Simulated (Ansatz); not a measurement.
Sb: band structure with PBEsol

Crystal: Sb.

```
Sb
1.0
     2.15420    1.24373    3.75800
    -2.15420    1.24373    3.75800
     0.00000   -2.48746    3.75800
Sb
2
Cartesian
  0.0000 0.0000 8.6416
  0.0000 0.0000 2.6324
```

| Property | Result |
| --- | --- |
| Program | Ansatz 0.2.0 |
| Task | band structure |
| Functional | PBEsol |
| Potentials or basis | all-electron LAPW, non-relativistic |
| Cutoff | 229 eV (chosen from the basis error) |
| Basis error allowed | 0.001 eV/atom |
| k mesh | 8 × 8 × 8 |
| Occupations | fermi-dirac, width 0.05 eV |
| Spin | no spin polarisation |

| Quantity | Value |
| --- | --- |
| Pressure | 0.4 GPa |
| Largest force | 0.233 eV/Å |
| Band gap along the path | none (metal or under the smearing width) |

Forces on the atoms (eV/Å):
```
Sb   0.000  0.000 -0.233
Sb   0.000  0.000  0.233
```

Stress tensor (GPa, compression positive):
```
 0.76  0.00  0.00
 0.00  0.76  0.00
 0.00  0.00 -0.20
```

Levels at the corners of the path, in eV from the Fermi level:
| point | band 21 | band 22 | band 23 | band 24 | band 25 | band 26 |
| --- | --- | --- | --- | --- | --- | --- |
| Γ | -2.37 | -2.11 | -2.11 | 1.76 | 2.39 | 2.39 |
| L | -2.29 | -2.11 | -0.55 | -0.13 | 0.15 | 0.17 |
| B1 | -5.36 | -5.19 | -0.90 | 0.57 | 4.13 | 4.21 |

Wall time 37 s on 1 thread of AMD EPYC 7R43 64-Core Processor (Zen 3), on a shared host, peak memory 0.4 GiB.

Caveat: relativity is left out, which matters for the heavier elements; spin-orbit coupling is left out, which moves the levels of the heavy elements.
